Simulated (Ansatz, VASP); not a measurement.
# NaH: VASP beside Ansatz

Contents of POSCAR:

```
NaH
1.0
    0.0000000000      2.4400000000      2.4400000000
    2.4400000000      0.0000000000      2.4400000000
    2.4400000000      2.4400000000      0.0000000000
Na H
1 1
Direct
    0.0000000000      0.0000000000      0.0217348396
    0.5000000000      0.5000000000      0.5000000000
```

The input INCAR.step1:

```
SYSTEM = NaH
PREC = Accurate
ENCUT = 520
ISMEAR = 0
SIGMA = 0.05
LREAL = .False.
LASPH = .True.
NELM = 60
NBANDS = 11
GGA = PE
ALGO = Normal
EDIFF = 1E-4
LWAVE = .True.
LCHARG = .False.
```

File INCAR.step2:

```
SYSTEM = NaH
PREC = Accurate
ENCUT = 520
EDIFF = 1E-6
ISMEAR = 0
SIGMA = 0.05
LREAL = .False.
LASPH = .True.
NELM = 60
ALGO = Normal
ISIF = 2
LWAVE = .False.
LCHARG = .False.
METAGGA = R2SCAN
LMIXTAU = .True.
NBANDS = 11
ISTART = 1
```

Contents of KPOINTS:

```
Automatic mesh
0
Gamma
  8 8 8
  0 0 0
```

Input for Ansatz:

```yaml
crystal:
  lattice:
    - [0.0, 2.44, 2.44]
    - [2.44, 0.0, 2.44]
    - [2.44, 2.44, 0.0]
  atoms:
    - { symbol: Na, position: [0.0, 0.0, 0.0217348396] }
    - { symbol: H, position: [0.5, 0.5, 0.5] }
basis:
  ecutwfc: 500
kpoints:
  mp_grid: { grid: [8, 8, 8] }
hamiltonian:
  xc: r2scan
scf:
  occupations: { method: gaussian, width: 0.05 }
output:
  forces: true
  stress: true
  eigenvalues: true
```

Change from the starting cell: all Na atoms moved +0.075 Å, as atom 1 along Cartesian [1 1 0].

Alike in both runs: task single point; functional r2SCAN; k mesh 8 × 8 × 8; occupations gaussian, width 0.05 eV; no spin polarisation.

|  | VASP | Ansatz |
| --- | --- | --- |
| version | VASP 6.6.1 | Ansatz 0.2.0 |
| potentials or method | VASP PAW PBE potentials, release 64 (Na_pv, H) | scalar-relativistic, plane waves, PAW |
| plane-wave cutoff (eV) | 520 | 500 |
| valence electrons in the cell | 8 | 10 |

```csv
,VASP,Ansatz,Ansatz less VASP
gap on the k mesh at the Fermi level (eV),4.31,4.30,-0.009
least direct gap on the mesh (eV),5.13,5.14,+0.009
pressure (GPa),-1.3,-1.1,+0.17
largest component of the traceless stress (GPa),0.07,0.06,-0.011
rms of the force components (eV/Å),0.040,0.037,-0.0028
```

Atom by atom the forces differ by 0.003 eV/Å (rms over components). The two sets of potentials don't hold the same shells in valence.

Caveats: the PAW data sets were made with another functional, which shifts forces and pressure a little (VASP). A k mesh can miss the band edges.
